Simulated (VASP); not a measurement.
# Ti (P6_3/mmc) in VASP: further runs

Aim: see how the results for Ti move with the level of theory and the settings. Levels: LDA, PBEsol. Tasks: relaxation of shape and atoms at fixed volume, relaxation of cell and atoms.

Everything below comes from runs of VASP 6.6.1. Logs are shortened: lines on timing, memory, paths and dates and some standing lists are left out, and cuts for length are marked.

**1. The structure**

It takes space group P6_3/mmc (No. 194, hexagonal). Conventional cell: a = 2.865 Å, b = 2.865 Å, c = 4.523 Å, α = 90.00°, β = 90.00°, γ = 120.00°. Ti (site symmetry -6m2) has 12 Ti at 2.80 to 2.86 Å as nearest neighbours.

**2. Relaxation of shape and atoms at fixed volume, LDA**

The input, INCAR:

```
SYSTEM = Ti
PREC = Accurate
ENCUT = 600
EDIFF = 1E-7
ISMEAR = 1
SIGMA = 0.1
LREAL = .FALSE.
LASPH = .TRUE.
NELM = 80
ALGO = Normal
ISIF = 4
LWAVE = .FALSE.
LCHARG = .FALSE.
GGA = CA
IBRION = 2
NSW = 40
EDIFFG = -0.01
```

The input, KPOINTS:

```
Automatic mesh
0
G
  15 15 8
  0 0 0
```

The input, POSCAR:

```
Ti                                      
1.0
    2.8647018806      0.0000000000      0.0000000000
   -1.4323509403      2.4809046029      0.0000000000
    0.0000000000      0.0000000000      4.5225392757
  Ti            
     2
Direct
     0.3333333332999970    0.6666666667000030    0.2500000000000000
     0.6666666667000030    0.3333333332999970    0.7500000000000000
```

Potentials or basis: VASP PAW LDA potentials, release 64 (Ti_sv).

Run with:

```console
cat potpaw_LDA.64/Ti_sv/POTCAR > POTCAR
mpirun -np 1 vasp_std > vasp.out
```

OUTCAR:

```text
SYSTEM = Ti
   PREC = Accurate
   ENCUT = 600
   EDIFF = 1E-7
   ISMEAR = 1
   LREAL = .FALSE.
   LASPH = .TRUE.
   NELM = 80
   ISIF = 4
   GGA = CA
   IBRION = 2
   NSW = 40
   EDIFFG = -0.01

 ion  position               nearest neighbor table
   1  0.333  0.667  0.250-   2 2.80   2 2.80   2 2.80   2 2.80   2 2.80   2 2.80
   2  0.667  0.333  0.750-   1 2.80   1 2.80   1 2.80   1 2.80   1 2.80   1 2.80

  LATTYP: Found a hexagonal cell.
 ALAT       =     2.8647018806
 C/A-ratio  =     1.5787120141

  Lattice vectors:

 A1 = (   2.8647018806,   0.0000000000,   0.0000000000)
 A2 = (  -1.4323509403,   2.4809046029,   0.0000000000)
 A3 = (   0.0000000000,   0.0000000000,   4.5225392757)

Analysis of symmetry for initial positions (statically):
=====================================================================
 Subroutine PRICEL returns:
 Original cell was already a primitive cell.

 Routine SETGRP: Setting up the symmetry group for a
 hexagonal supercell.

 Subroutine GETGRP returns: Found 24 space group operations
 (whereof 12 operations were pure point group operations)
 out of a pool of 24 trial point group operations.

The static configuration has the point symmetry D_3d.
 The point group associated with its full space group is D_6h.

Analysis of symmetry for dynamics (positions and initial velocities):
=====================================================================
 Subroutine PRICEL returns:
 Original cell was already a primitive cell.

 Routine SETGRP: Setting up the symmetry group for a
 hexagonal supercell.

 Subroutine GETGRP returns: Found 24 space group operations
 (whereof 12 operations were pure point group operations)
 out of a pool of 24 trial point group operations.

The dynamic configuration has the point symmetry D_3d.
 The point group associated with its full space group is D_6h.

 Subroutine INISYM returns: Found 24 space group operations
 (whereof 12 operations are pure point group operations),
 and found     1 'primitive' translations

----------------------------------------------------------------------------------------

                                     Primitive cell

  volume of cell :      32.1419

  direct lattice vectors                    reciprocal lattice vectors
     2.864701881  0.000000000  0.000000000     0.349076463  0.201539390  0.000000000
    -1.432350940  2.480904603  0.000000000     0.000000000  0.403078780  0.000000000
     0.000000000  0.000000000  4.522539276     0.000000000  0.000000000  0.221114719

  length of vectors
     2.864701881  2.864701881  4.522539276     0.403078780  0.403078780  0.221114719

  position of ions in fractional coordinates (direct lattice)
     0.333333333  0.666666667  0.250000000
     0.666666667  0.333333333  0.750000000

  ion indices of the primitive-cell ions
   primitive index   ion index
                 1           1
                 2           2

----------------------------------------------------------------------------------------

 KPOINTS: Automatic mesh

Automatic generation of k-mesh.
 Grid dimensions read from file:
 generate k-points for:   15   15    8

 Generating k-lattice:

  Cartesian coordinates                     Fractional coordinates (reciprocal lattice)
     0.023271764  0.013435959  0.000000000     0.066666667  0.000000000  0.000000000
     0.000000000  0.026871919  0.000000000     0.000000000  0.066666667  0.000000000
     0.000000000  0.000000000  0.027639340     0.000000000  0.000000000  0.125000000

  Length of vectors
     0.026871919  0.026871919  0.027639340

  Shift w.r.t. Gamma in fractional coordinates (k-lattice)
     0.000000000  0.000000000  0.000000000

 Subroutine IBZKPT returns following result:
 ===========================================

 Found    135 irreducible k-points:

 Following reciprocal coordinates:
            Coordinates               Weight
  0.000000  0.000000  0.000000      1.000000
  0.066667  0.000000  0.000000      6.000000
  0.133333 -0.000000  0.000000      6.000000
  0.200000  0.000000  0.000000      6.000000
  0.266667 -0.000000  0.000000      6.000000
  0.333333  0.000000  0.000000      6.000000
[... 16 lines left out ...]
  0.333333  0.200000  0.000000     12.000000
  0.400000  0.200000  0.000000      6.000000
 [... further k-points ...]
   k-points           NKPTS =    135   k-points in BZ     NKDIM =    135   number of bands    NBANDS=     16
   number of dos      NEDOS =    301   number of ions     NIONS =      2
   total plane-waves  NPLWV =  20736
   dimension x,y,z NGX =    24 NGY =   24 NGZ =   36
   dimension x,y,z NGXF=    48 NGYF=   48 NGZF=   72
   ions per type =               2
   NGX,Y,Z   is equivalent  to a cutoff of  13.93, 13.93, 13.23 a.u.
   NGXF,Y,Z  is equivalent  to a cutoff of  27.86, 27.86, 26.47 a.u.
 SYSTEM =  Ti
   PREC   = accura    normal or accurate (medium, high low for compatibility)
   ISTART =      0    job   : 0-new  1-cont  2-samecut
   ICHARG =      2    charge: 1-file 2-atom 10-const
   ISPIN  =      1    spin polarized calculation?
   LNONCOLLINEAR =      F non collinear calculations
   LSORBIT =      F    spin-orbit coupling
   LASPH  =      T    aspherical Exc in radial PAW
   ENCUT  =  600.0 eV  44.10 Ry    6.64 a.u.   5.72  5.72  9.03*2*pi/ulx,y,z
   NELM   =     80;   NELMIN=  2; NELMDL= -5     # of ELM steps
   EDIFF  = 0.1E-06   stopping-criterion for ELM
   LREAL  =      F    real-space projection
   EDIFFG = -.1E-01   stopping-criterion for IOM
   NSW    =     40    number of steps for IOM
   IBRION =      2    ionic relax: 0-MD 1-quasi-New 2-CG
   NFREE  =      1    steps in history (QN), initial steepest desc. (CG)
   ISIF   =      4    stress and relaxation
   ISYM   =      2    0-nonsym 1-usesym 2-fastsym
   POTIM  = 0.5000    time-step for ionic-motion
   TEBEG  =    0.0;   TEEND  =   0.0 temperature during run
   PSTRESS=    0.0 pullay stress
   NELECT =      24.0000    total number of electrons
   NUPDOWN=      -1.0000    fix difference up-down
   EMIN   =  10.00;   EMAX   =-10.00  energy-range for DOS
   EFERMI =   0.00;   METHOD = LEGACY
   ISMEAR =     1;   SIGMA  =   0.10  broadening in eV -4-tet -1-fermi 0-gaus
   EFERMI_NEDOS =   21; number of points for ismear=-14 and -15
   IALGO  =     38    algorithm
   IMIX   =      4    mixing-type and parameters
     AMIX     =   0.40;   BMIX     =  1.00
     AMIX_MAG =   1.60;   BMIX_MAG =  1.00
  volume/ion in A,a.u.               =      16.07       108.45
  Fermi-wavevector in a.u.,A,eV,Ry     =   1.485210  2.806641 30.012408  2.205850
  Thomas-Fermi vector in A             =   2.598651
   LORBIT       =      0    0 simple, 1 ext, 2 COOP (PROOUT), +10 PAW based schemes
   GGA     = CA    functional components
   LHFCALC =     F    Hartree Fock is set to
   AEXX    =    0.0000 exact exchange contribution
   IVDW    =     0    specifies the selected vdW correction
   LEPSILON=     F    determine dielectric tensor
   LRPA    =     F    only Hartree local field effects (RPA)
 conjugate gradient relaxation of ions
 non-spin polarized calculation
 Methfessel and Paxton  Order N= 1 SIGMA  =   0.10
  energy-cutoff  :      600.00
  volume of cell :       32.14
 maximum number of plane-waves:      1088
 NGX is ok and might be reduce to    24
   NGX = 11   NGY = 11   NGZ = 19

 number of electron      24.0000002 magnetization

 Free energy of the ion-electron system (eV)
  ---------------------------------------------------
  ext. energy  EPLUGINS =         0.00000000
  ---------------------------------------------------
  free energy    TOTEN  =       -17.09880505 eV

  energy without entropy =      -17.09975176  energy(sigma->0) =      -17.09912062

 E-fermi :   8.9618     XC(G=0): -12.1611

 val. band max:        8.9563068617   @ k =   0.2667   0.2000   0.3750
 cond. band min:       8.9634406257   @ k =   0.2000   0.2000   0.5000
 fundamental gap:      0.0071337640
 Fermi energy:         8.9618396903

 k-point     1 :       0.0000    0.0000    0.0000
  band No.  band energies     occupation
      1     -47.1114      2.00000
      2     -46.9117      2.00000
      3     -24.1976      2.00000
      4     -23.3515      2.00000
      5     -23.3515      2.00000
      6     -23.2553      2.00000
[... 8 lines left out ...]
     15      10.2827     -0.00000
     16      10.2827     -0.00000

 k-point     2 :       0.0667    0.0000    0.0000
  band No.  band energies     occupation
      1     -47.1051      2.00000
      2     -46.9093      2.00000
      3     -24.1846      2.00000
      4     -23.3781      2.00000
      5     -23.3605      2.00000
      6     -23.2608      2.00000
[... 8 lines left out ...]
     15      10.2157     -0.00000
     16      10.3700     -0.00000

 k-point     3 :       0.1333   -0.0000    0.0000
  band No.  band energies     occupation
      1     -47.0870      2.00000
      2     -46.9026      2.00000
      3     -24.1469      2.00000
      4     -23.4537      2.00000
      5     -23.3852      2.00000
      6     -23.3235      2.00000
[... 8 lines left out ...]
     15      10.3532     -0.00000
     16      10.3898     -0.00000

 k-point     4 :       0.2000    0.0000    0.0000
  band No.  band energies     occupation
      1     -47.0597      2.00000
      2     -46.8934      2.00000
      3     -24.0879      2.00000
      4     -23.5659      2.00000
      5     -23.4341      2.00000
      6     -23.4202      2.00000
[... 8 lines left out ...]
     15      10.2175     -0.00000
     16      10.5545     -0.00000
[... 324 lines left out ...]
 k-point    22 :       0.2667    0.2000    0.0000
  band No.  band energies     occupation
      1     -46.9552      2.00000
      2     -46.8753      2.00000
      3     -23.8360      2.00000
      4     -23.8313      2.00000
      5     -23.7571      2.00000
      6     -23.5593      2.00000
[... 8 lines left out ...]
     15      10.0437     -0.00000
     16      11.5852      0.00000

 k-point    23 :       0.3333    0.2000    0.0000
  band No.  band energies     occupation
      1     -46.9319      2.00000
      2     -46.8783      2.00000
      3     -23.8927      2.00000
      4     -23.7606      2.00000
      5     -23.7576      2.00000
      6     -23.6203      2.00000
[... 8 lines left out ...]
     15      10.2886     -0.00000
     16      11.9921      0.00000

 k-point    24 :       0.4000    0.2000    0.0000
  band No.  band energies     occupation
      1     -46.9216      2.00000
      2     -46.8813      2.00000
      3     -23.9125      2.00000
      4     -23.7502      2.00000
      5     -23.7263      2.00000
      6     -23.6500      2.00000
[... 8 lines left out ...]
     15      10.3897     -0.00000
     16      12.2715      0.00000

 [... further k-points ...]

------------------------ aborting loop because EDIFF is reached ----------------------------------------

  FORCE on cell =-STRESS in cart. coord.  units (eV):
  Direction    XX          YY          ZZ          XY          YZ          ZX
  --------------------------------------------------------------------------------------
  -------------------------------------------------------------------------------------
  Total        0.0094992      0.0094992      0.0058076      0.0000000      0.0000000     -0.0000000
  in kB        0.4735046      0.4735046      0.2894892      0.0000000      0.0000000     -0.0000000
  external PRESSURE =       0.4121661 kB  Pullay stress =       0.0000000 kB

 VOLUME and BASIS-vectors are now :
 -----------------------------------------------------------------------------
  energy-cutoff  :      600.00
  volume of cell :       32.14
      direct lattice vectors                 reciprocal lattice vectors
     2.864701881  0.000000000  0.000000000     0.349076463  0.201539390  0.000000000
    -1.432350940  2.480904603  0.000000000     0.000000000  0.403078780  0.000000000
     0.000000000  0.000000000  4.522539276     0.000000000  0.000000000  0.221114719

 POSITION                                       TOTAL-FORCE (eV/Angst)
 -----------------------------------------------------------------------------------
     -0.00000      1.65394      1.13063        -0.000000      0.000000      0.000000
      1.43235      0.82697      3.39190         0.000000     -0.000000      0.000000
 -----------------------------------------------------------------------------------
    total drift:                                0.000000     -0.000000      0.000000

  FREE ENERGIE OF THE ION-ELECTRON SYSTEM (eV)
  ---------------------------------------------------
  free  energy   TOTEN  =       -17.0988050500 eV

  energy  without entropy=      -17.0997517620  energy(sigma->0) =      -17.09912062

 reached required accuracy - stopping structural energy minimisation
```

Run time: 26 s. Hardware: 1 thread of Intel Xeon 6975P-C (Granite Rapids), shared host; peak memory 0.19 GiB.

Results:

```yaml
Free_energy: -17.0988 eV
Pressure_after_relaxing: 0.0 GPa
Band_gap_on_the_k_mesh: none (metal or under the smearing width)
```

Final structure:
```
Ti
1.0
     2.86470    0.00000    0.00000
    -1.43235    2.48090    0.00000
     0.00000    0.00000    4.52254
Ti
2
Direct
  0.33333 0.66667 0.25000
  0.66667 0.33333 0.75000
```

Levels at points of the mesh, in eV from the Fermi level:
```csv
k point,band 10,band 11,band 12,band 13,band 14,band 15
"(0.00, 0.00, 0.00)",-2.90,0.76,0.76,0.92,1.12,1.32
"(0.00, 0.00, 0.50)",-4.35,0.07,0.07,0.64,0.64,0.64
```

Caveat: the relaxation stopped at its first step, so nothing moved.

**3. Relaxation of shape and atoms at fixed volume, LDA (a relaxed cell with its volume scaled by 1.02)**

INCAR is that of step 2.

KPOINTS is that of step 2.

The input, POSCAR:

```
Ti                                      
1.0
    2.8836739691      0.0000000000      0.0000000000
   -1.4418369846      2.4973349135      0.0000000000
    0.0000000000      0.0000000000      4.5524907398
  Ti            
     2
Direct
     0.3333333332999970    0.6666666667000030    0.2500000000000000
     0.6666666667000030    0.3333333332999970    0.7500000000000000
```

Potentials or basis: VASP PAW LDA potentials, release 64 (Ti_sv).

Run with:

```console
cat potpaw_LDA.64/Ti_sv/POTCAR > POTCAR
mpirun -np 1 vasp_std > vasp.out
```

OUTCAR:

```text
SYSTEM = Ti
   PREC = Accurate
   ENCUT = 600
   EDIFF = 1E-7
   ISMEAR = 1
   LREAL = .FALSE.
   LASPH = .TRUE.
   NELM = 80
   ISIF = 4
   GGA = CA
   IBRION = 2
   NSW = 40
   EDIFFG = -0.01

 ion  position               nearest neighbor table
   1  0.333  0.667  0.250-   2 2.82   2 2.82   2 2.82   2 2.82   2 2.82   2 2.82
   2  0.667  0.333  0.750-   1 2.82   1 2.82   1 2.82   1 2.82   1 2.82   1 2.82

  LATTYP: Found a hexagonal cell.
 ALAT       =     2.8836739691
 C/A-ratio  =     1.5787120141

  Lattice vectors:

 A1 = (   2.8836739691,   0.0000000000,   0.0000000000)
 A2 = (  -1.4418369846,   2.4973349135,   0.0000000000)
 A3 = (   0.0000000000,   0.0000000000,   4.5524907398)

Analysis of symmetry for initial positions (statically):
=====================================================================
 Subroutine PRICEL returns:
 Original cell was already a primitive cell.

 Routine SETGRP: Setting up the symmetry group for a
 hexagonal supercell.
[... 215 lines left out ...]
  free energy    TOTEN  =       -17.09431247 eV

  energy without entropy =      -17.09518584  energy(sigma->0) =      -17.09460359

 E-fermi :   8.7374     XC(G=0): -12.0641

 val. band max:        8.7326994365   @ k =   0.3333   0.2667   0.3750
 cond. band min:       8.7395982822   @ k =   0.2667   0.2000   0.3750
 fundamental gap:      0.0068988457
 Fermi energy:         8.7374362956

 k-point     1 :       0.0000    0.0000    0.0000
  band No.  band energies     occupation
      1     -47.3613      2.00000
      2     -47.1761      2.00000
      3     -24.4226      2.00000
      4     -23.6238      2.00000
      5     -23.6238      2.00000
      6     -23.5358      2.00000
[... 433 lines left out ...]
      3     -24.1485      2.00000
      4     -23.9960      2.00000
      5     -23.9799      2.00000
      6     -23.9031      2.00000
[... 8 lines left out ...]
     15      10.1386     -0.00000
     16      11.9726      0.00000

 [... further k-points ...]

------------------------ aborting loop because EDIFF is reached ----------------------------------------

  FORCE on cell =-STRESS in cart. coord.  units (eV):
  Direction    XX          YY          ZZ          XY          YZ          ZX
  --------------------------------------------------------------------------------------
  -------------------------------------------------------------------------------------
  Total       -0.4800623     -0.4800623     -0.4943050      0.0000000      0.0000000      0.0000000
  in kB      -23.4604385    -23.4604385    -24.1564733      0.0000000      0.0000000      0.0000000
  external PRESSURE =     -23.6924501 kB  Pullay stress =       0.0000000 kB

 VOLUME and BASIS-vectors are now :
 -----------------------------------------------------------------------------
  energy-cutoff  :      600.00
  volume of cell :       32.78
      direct lattice vectors                 reciprocal lattice vectors
     2.884392937  0.000000000  0.000000000     0.346693402  0.200163529  0.000000000
    -1.442196468  2.497957558  0.000000000    -0.000000000  0.400327058  0.000000000
     0.000000000 -0.000000000  4.550221503     0.000000000 -0.000000000  0.219769521

 POSITION                                       TOTAL-FORCE (eV/Angst)
 -----------------------------------------------------------------------------------
     -0.00000      1.66531      1.13756         0.000000     -0.000000      0.000000
      1.44220      0.83265      3.41267        -0.000000      0.000000      0.000000
 -----------------------------------------------------------------------------------
    total drift:                                0.000000     -0.000000      0.000000

  FREE ENERGIE OF THE ION-ELECTRON SYSTEM (eV)
  ---------------------------------------------------
  free  energy   TOTEN  =       -17.0943124710 eV

  energy  without entropy=      -17.0951858400  energy(sigma->0) =      -17.09460359

 reached required accuracy - stopping structural energy minimisation
```

It took 36 s on 1 thread of Intel Xeon 6975P-C (Granite Rapids), shared host; peak memory 0.19 GiB.

What came out:

```yaml
Free_energy: -17.0943 eV
Energy_gained_by_relaxing: 0.0 meV/atom
Ionic_steps: 2
Pressure_after_relaxing: -2.4 GPa
Band_gap_on_the_k_mesh: none (metal or under the smearing width)
```

Final structure:
```yaml
crystal:
  lattice:
    - [2.88439, 0.00000, 0.00000]
    - [-1.44220, 2.49796, 0.00000]
    - [0.00000, 0.00000, 4.55022]
  atoms:
    - { symbol: Ti, position: [0.33333, 0.66667, 0.25000] }
    - { symbol: Ti, position: [0.66667, 0.33333, 0.75000] }
```

Levels at points of the mesh, in eV from the Fermi level:
```
           k point  band 9  band 10  band 11  band 12  band 13  band 14  band 15  band 16
(0.00, 0.00, 0.00)   -6.27    -2.84     0.75     0.75     0.91     1.07     1.30     1.30
(0.00, 0.00, 0.50)   -4.33    -4.33     0.08     0.08     0.64     0.64     0.64     0.64
```

(Part 1 of 2 ends here.)
